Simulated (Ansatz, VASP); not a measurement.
This is a calculation of InSe for VASP 6.6.1.

Contents of INCAR:

```
PREC     = Accurate       # precision mode
ENCUT    = 520            # plane-wave cutoff, eV
EDIFF    = 1E-6           # SCF threshold, eV
ISMEAR   = 0              # smearing method
SIGMA    = 0.015          # smearing width, eV
LREAL    = F              # projectors in reciprocal space
LASPH    = T              # aspherical terms in the spheres
NELM     = 80             # most SCF steps
ALGO     = Fast           # electronic algorithm
ISIF     = 2              # what is computed and relaxed
LWAVE    = F              # write WAVECAR
LCHARG   = F              # write CHGCAR
GGA      = PE             # functional
```

Contents of KPOINTS:

```
Automatic mesh
0
Gamma
  8 8 8
```

The input POSCAR:

```
InSe
1.0
    2.0000000000      1.1547005384      8.4400000000
   -2.0000000000      1.1547005384      8.4400000000
    0.0000000000     -2.3094010768      8.4400000000
In Se
2 2
Direct
    0.8886000000      0.8886000000      0.8886000000
    0.0000000000      0.0000000000      0.0000000000
    0.1719000000      0.1719000000      0.1719000000
    0.3835000000      0.3835000000      0.3835000000
```

Potentials or basis: VASP PAW PBE potentials, release 64 (In_d, Se).

The run is started by

```sh
$ cat potpaw_PBE.64/In_d/POTCAR potpaw_PBE.64/Se/POTCAR > POTCAR
$ mpirun -np 1 vasp_std > vasp.out
```

Task: Set up the same calculation for Ansatz 0.2.0. Potentials there: Ansatz PAW.

Result: As run (the cutoff follows the program's own potentials):

File input.yaml:

```yaml
crystal:
  lattice:
    - [2.0, 1.1547005384, 8.44]
    - [-2.0, 1.1547005384, 8.44]
    - [0.0, -2.3094010768, 8.44]
  atoms:
    - { symbol: In, position: [0.8886, 0.8886, 0.8886] }
    - { symbol: In, position: [0.0, 0.0, 0.0] }
    - { symbol: Se, position: [0.1719, 0.1719, 0.1719] }
    - { symbol: Se, position: [0.3835, 0.3835, 0.3835] }
hamiltonian:
  xc: pbe
  pseudopotentials: { kind: paw }
kpoints:
  mp_grid: { grid: [8, 8, 8] }
scf:
  occupations: { method: gaussian, width: 0.015 }
output:
  forces: true
  stress: true
  eigenvalues: true
```

Potentials or basis: Ansatz PAW.

Launch:

```bash
$ ansatz run input.yaml --threads 2 --pin off --max-ram 5632MiB --backend cpu --events-out ev --progress --plain --runs-dir out
```

Both were run:

|  | VASP | Ansatz | Ansatz less VASP |
| --- | --- | --- | --- |
| gap on the k mesh at the Fermi level (eV) | 0.43 | 0.44 | +0.013 |
| least direct gap on the mesh (eV) | 0.43 | 0.44 | +0.013 |
| pressure (GPa) | 2.8 | 2.7 | -0.07 |
| largest component of the traceless stress (GPa) | 0.80 | 0.80 | -0.001 |
| rms of the force components (eV/Å) | 0.187 | 0.178 | -0.0090 |

Atom by atom the forces differ by 0.009 eV/Å (rms over components). The two sets of potentials don't hold the same shells in valence.

Caveats: spin-orbit coupling is left out, which moves the levels of the heavy elements. A k mesh can miss the band edges.
